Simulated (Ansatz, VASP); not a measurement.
**One calculation of AlPt, two programs**

INCAR

```
ALGO = Normal ; EDIFF = 1E-6
ENCUT = 520 ; ISIF = 2
ISMEAR = -1 ; LASPH = T
LCHARG = F ; LREAL = F
LWAVE = F ; NBANDS = 14
NELM = 100 ; PREC = Accurate
SIGMA = 0.05
```

File KPOINTS:

```
k-points
0
Gamma
  12 12 12
```

POSCAR

```
AlPt
1.0
    2.5329693968      0.0000000000      0.0000000000
    0.0000000000      2.5329693968      0.0000000000
    0.0000000000      0.0000000000      2.5329693968
Al Pt
1 1
Direct
    0.0000000000      0.0000000000      0.0000000000
    0.5000000000      0.5000000000      0.5000000000
```

Input for Ansatz:

```yaml
crystal:
  lattice:
    - [2.5329693968, 0.0, 0.0]
    - [0.0, 2.5329693968, 0.0]
    - [0.0, 0.0, 2.5329693968]
  atoms:
    - { symbol: Al, position: [0.0, 0.0, 0.0] }
    - { symbol: Pt, position: [0.5, 0.5, 0.5] }
kpoints:
  mp_grid: { grid: [12, 12, 12] }
  band_path:
    path:
      - [0.0, 0.0, 0.0]
      - [0.0, 0.5, 0.0]
      - [0.5, 0.5, 0.0]
      - [0.0, 0.0, 0.0]
      - [0.5, 0.5, 0.5]
      - [0.0, 0.5, 0.0]
      - [0.5, 0.5, 0.5]
      - [0.5, 0.5, 0.0]
    npoints: 6
scf:
  occupations: { method: fermi_dirac, width: 0.05 }
hamiltonian:
  xc: lda
  pseudopotentials: { kind: paw }
output:
  forces: true
  stress: true
  eigenvalues: true
  populations: true
  write_density: true
  write_potential: true
  elf: true
  volumetric_format: npy
```

Change from the starting cell: volume scaled by 0.55, PAW files.

Alike in both runs: task single point; functional LDA; k mesh 12 × 12 × 12; occupations fermi-dirac, width 0.05 eV; no spin polarisation.

```csv
,VASP,Ansatz
version,VASP 6.6.1,Ansatz 0.2.0
potentials or method,"VASP PAW LDA potentials, release 64 (Al, Pt)","PAW with Ansatz's default frozen-core files, scalar-relativistic"
plane-wave cutoff (eV),520,420
valence electrons in the cell,13,21
```

```tsv
	VASP	Ansatz	Ansatz less VASP
pressure (GPa)	412.0	402.4	-9.58
```

The two sets of potentials don't hold the same shells in valence.

Caveats: the cell as given lies far from equilibrium; so large a pressure means that the cell lies far from this level's equilibrium, or that cutoff or potentials fall short (VASP). The runs have no spin-orbit coupling, so splittings on Pt are missing.
